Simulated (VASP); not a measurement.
# LiCl (Fm-3m) in VASP: notebook, part 2 of 2

VASP 6.6.1.

## Step 9: Equation of state, PBEsol, 15.86 Å³/atom (volume scaled by 0.94)

Contents of INCAR:

```
SYSTEM = LiCl
  ALGO = Normal
  EDIFF = 1E-7
  ENCUT = 520
  GGA = PS
  ISIF = 2
  ISMEAR = -1
  LASPH = .True.
  LCHARG = .False.
  LREAL = .False.
  LWAVE = .False.
  NBANDS = 12
  NELM = 60
  PREC = Accurate
  SIGMA = 0.05
```

Contents of KPOINTS:

```
k-points
0
Gamma
  9 9 9
  0 0 0
```

Contents of POSCAR:

```
LiCl
1.0
    0.0000000000      2.5124130641      2.5124130641
    2.5124130641      0.0000000000      2.5124130641
    2.5124130641      2.5124130641      0.0000000000
Cl Li
1 1
Direct
    0.5000000000      0.5000000000      0.5000000000
    0.0000000000      0.0000000000      0.0000000000
```

Potentials or basis: VASP PAW PBE potentials, release 64 (Cl, Li_sv).

Launch:

```bash
> cat potpaw_PBE.64/Cl/POTCAR potpaw_PBE.64/Li_sv/POTCAR > POTCAR
> mpirun -np 1 vasp_std > vasp.out
```

Run time: 12 s. Hardware: 1 thread of Intel Xeon Platinum 8375C at 2.90GHz (Ice Lake), shared host; peak memory 0.15 GiB.

Results (log left out):

* Free energy: -7.6369 eV
* Band gap on the k mesh: 6.50 eV, direct

Caveat: the cutoff is under 1.25 times the usual one of these potentials, so pressure, stress and relaxed cells hold a basis-set (Pulay) error; the PAW data sets were made with another functional, which shifts forces and pressure a little; an odd mesh through Γ misses points on the zone boundary, where band edges often lie.

## Step 10: Equation of state, PBEsol, 16.20 Å³/atom (volume scaled by 0.96)

INCAR is that of step 9.

KPOINTS is that of step 9.

Contents of POSCAR:

```
LiCl
1.0
    0.0000000000      2.5301066968      2.5301066968
    2.5301066968      0.0000000000      2.5301066968
    2.5301066968      2.5301066968      0.0000000000
Cl Li
1 1
Direct
    0.5000000000      0.5000000000      0.5000000000
    0.0000000000      0.0000000000      0.0000000000
```

Launch:

```bash
> cat potpaw_PBE.64/Cl/POTCAR potpaw_PBE.64/Li_sv/POTCAR > POTCAR
> mpirun -np 1 vasp_std > vasp.out
```

It took 12 s on 1 thread of Intel Xeon Platinum 8375C at 2.90GHz (Ice Lake), shared host; peak memory 0.15 GiB.

It converged, with:

```
Free energy            : -7.6391 eV
Band gap on the k mesh : 6.37 eV, direct
```

Caveat: the cutoff is under 1.25 times the usual one of these potentials, so pressure, stress and relaxed cells hold a basis-set (Pulay) error; the PAW data sets were made with another functional, which shifts forces and pressure a little; an odd mesh through Γ misses points on the zone boundary, where band edges often lie.

## Step 11: Equation of state, PBEsol, 16.53 Å³/atom (volume scaled by 0.98)

INCAR is that of step 10.

KPOINTS is that of step 10.

Contents of POSCAR:

```
LiCl
1.0
    0.0000000000      2.5475562599      2.5475562599
    2.5475562599      0.0000000000      2.5475562599
    2.5475562599      2.5475562599      0.0000000000
Cl Li
1 1
Direct
    0.5000000000      0.5000000000      0.5000000000
    0.0000000000      0.0000000000      0.0000000000
```

Launch:

```bash
> cat potpaw_PBE.64/Cl/POTCAR potpaw_PBE.64/Li_sv/POTCAR > POTCAR
> mpirun -np 1 vasp_std > vasp.out
```

Run time: 10 s. Hardware: 1 thread of Intel Xeon Platinum 8375C at 2.90GHz (Ice Lake), shared host; peak memory 0.15 GiB.

It converged, with:

```
Free energy            : -7.6382 eV
Band gap on the k mesh : 6.25 eV, direct
```

Caveat: the cutoff is under 1.25 times the usual one of these potentials, so pressure, stress and relaxed cells hold a basis-set (Pulay) error; the PAW data sets were made with another functional, which shifts forces and pressure a little; an odd mesh through Γ misses points on the zone boundary, where band edges often lie.

## Step 12: Equation of state, PBEsol, 17.21 Å³/atom (volume scaled by 1.02)

INCAR is that of step 11.

KPOINTS is that of step 11.

Contents of POSCAR:

```
LiCl
1.0
    0.0000000000      2.5817557268      2.5817557268
    2.5817557268      0.0000000000      2.5817557268
    2.5817557268      2.5817557268      0.0000000000
Cl Li
1 1
Direct
    0.5000000000      0.5000000000      0.5000000000
    0.0000000000      0.0000000000      0.0000000000
```

Potentials or basis: VASP PAW PBE potentials, release 64 (Cl, Li_sv).

Launch:

```bash
> cat potpaw_PBE.64/Cl/POTCAR potpaw_PBE.64/Li_sv/POTCAR > POTCAR
> mpirun -np 1 vasp_std > vasp.out
```

It took 10 s on 1 thread of Intel Xeon Platinum 8375C at 2.90GHz (Ice Lake), shared host; peak memory 0.15 GiB.

Results (log left out):

| Property | Result |
| --- | --- |
| Free energy | -7.6281 eV |
| Band gap on the k mesh | 6.03 eV, direct |

Caveat: the cutoff is under 1.25 times the usual one of these potentials, so pressure, stress and relaxed cells hold a basis-set (Pulay) error; the PAW data sets were made with another functional, which shifts forces and pressure a little; an odd mesh through Γ misses points on the zone boundary, where band edges often lie.

## Step 13: Equation of state, PBEsol, 17.55 Å³/atom (volume scaled by 1.04)

INCAR is that of step 12.

KPOINTS is that of step 12.

Contents of POSCAR:

```
LiCl
1.0
    0.0000000000      2.5985208441      2.5985208441
    2.5985208441      0.0000000000      2.5985208441
    2.5985208441      2.5985208441      0.0000000000
Cl Li
1 1
Direct
    0.5000000000      0.5000000000      0.5000000000
    0.0000000000      0.0000000000      0.0000000000
```

Launch:

```bash
> cat potpaw_PBE.64/Cl/POTCAR potpaw_PBE.64/Li_sv/POTCAR > POTCAR
> mpirun -np 1 vasp_std > vasp.out
```

Run time: 10 s. Hardware: 1 thread of Intel Xeon Platinum 8375C at 2.90GHz (Ice Lake), shared host; peak memory 0.15 GiB.

The run converged. Its results:

```
Free energy            : -7.6196 eV
Band gap on the k mesh : 5.92 eV, direct
```

Caveat: the cutoff is under 1.25 times the usual one of these potentials, so pressure, stress and relaxed cells hold a basis-set (Pulay) error; the PAW data sets were made with another functional, which shifts forces and pressure a little; an odd mesh through Γ misses points on the zone boundary, where band edges often lie.

## Step 14: Equation of state, PBEsol, 17.88 Å³/atom (volume scaled by 1.06)

INCAR is that of step 13.

KPOINTS is that of step 13.

Contents of POSCAR:

```
LiCl
1.0
    0.0000000000      2.6150723786      2.6150723786
    2.6150723786      0.0000000000      2.6150723786
    2.6150723786      2.6150723786      0.0000000000
Cl Li
1 1
Direct
    0.5000000000      0.5000000000      0.5000000000
    0.0000000000      0.0000000000      0.0000000000
```

Launch:

```bash
> cat potpaw_PBE.64/Cl/POTCAR potpaw_PBE.64/Li_sv/POTCAR > POTCAR
> mpirun -np 1 vasp_std > vasp.out
```

Wall time 10 s (1 thread of Intel Xeon Platinum 8375C at 2.90GHz (Ice Lake), shared host); peak memory 0.15 GiB.

It converged, with:

| Property | Result |
| --- | --- |
| Free energy | -7.6090 eV |
| Band gap on the k mesh | 5.82 eV, direct |

Caveat: the cutoff is under 1.25 times the usual one of these potentials, so pressure, stress and relaxed cells hold a basis-set (Pulay) error; the PAW data sets were made with another functional, which shifts forces and pressure a little; an odd mesh through Γ misses points on the zone boundary, where band edges often lie.

## Step 15: Equation of state, PBEsol

Potentials or basis: VASP PAW PBE potentials, release 64 (Cl, Li_sv).

No new run: the results of the series are fitted here.

Results:

```yaml
Equilibrium_volume: 16.26 Å³/atom
Bulk_modulus: 35 GPa
Pressure_derivative_of_the_bulk_modulus: 4.3
```

Energy against volume, from the lowest point:
```tsv
volume (Å³/atom)	energy (meV/atom)
15.859	1.08
16.196	0.00
16.534	0.47
16.871	2.36
17.209	5.50
17.546	9.75
17.883	15.02
```

Caveat: the cutoff is under 1.25 times the usual one of these potentials, so pressure, stress and relaxed cells hold a basis-set (Pulay) error; the PAW data sets were made with another functional, which shifts forces and pressure a little.
